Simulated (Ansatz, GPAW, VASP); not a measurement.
# TePb: programs and potentials compared

```
CELL_PARAMETERS angstrom
0.00000 3.23100 3.23100
3.23100 0.00000 3.23100
3.23100 3.23100 0.00000
ATOMIC_POSITIONS crystal
Pb 0.00000 0.00000 0.00000
Te 0.50000 0.50000 0.50000
```

Alike in all runs: task single point; functional PBE; k mesh 7 × 7 × 7; occupations gaussian, width 0.021 eV; no spin polarisation; no spin-orbit coupling. Pressure is positive in compression and, in plane waves, holds the error of the finite cutoff.

| program and potentials | plane-wave cutoff (eV) | notes | pressure (GPa) |
| --- | --- | --- | --- |
| VASP, PBE PAW files Pb_d, Te, 520 eV | 520 | - | 2.05 |
| GPAW, GPAW PAW data sets (gpaw-data 1.2.1) | 600 | - | 1.83 |
| Ansatz, all-electron LAPW, scalar-relativistic | - | - | 2.12 |

The pressure spans 1.83 (GPAW, GPAW PAW data sets (gpaw-data 1.2.1)) to 2.12 GPa (Ansatz, all-electron LAPW, scalar-relativistic), with all-electron results at 2.12.

Differences between rows come from potentials, basis sets and numerical settings, since the functional is the same but for its coding. Runs on potential files found faulty are left out.

All three calculations put the rocksalt cell under compression, so PBE would relax it to a larger volume. The fixed lattice parameter is close to the measured one for PbTe, and the sign is therefore what is expected of this functional. Its gradient correction is too strong for the slowly varying densities of heavy-element solids, favouring expanded structures and weakening the bonds. The effect is easily visible in a soft lattice of large, polarisable ions, where a modest pressure corresponds to an appreciable change in volume.

The spread between programs is small beside the pressure itself, which suggests that the tendency to expand belongs to the functional rather than to the treatment of the core. VASP at 2.05 GPa lies closer to the all-electron value of 2.12 GPa than GPAW does at 1.83 GPa, probably through differences in data set construction or basis convergence. Agreement at a single volume does not establish equal compressibilities, nor does it test the soft transverse optical mode, which in PbTe is highly sensitive to volume.
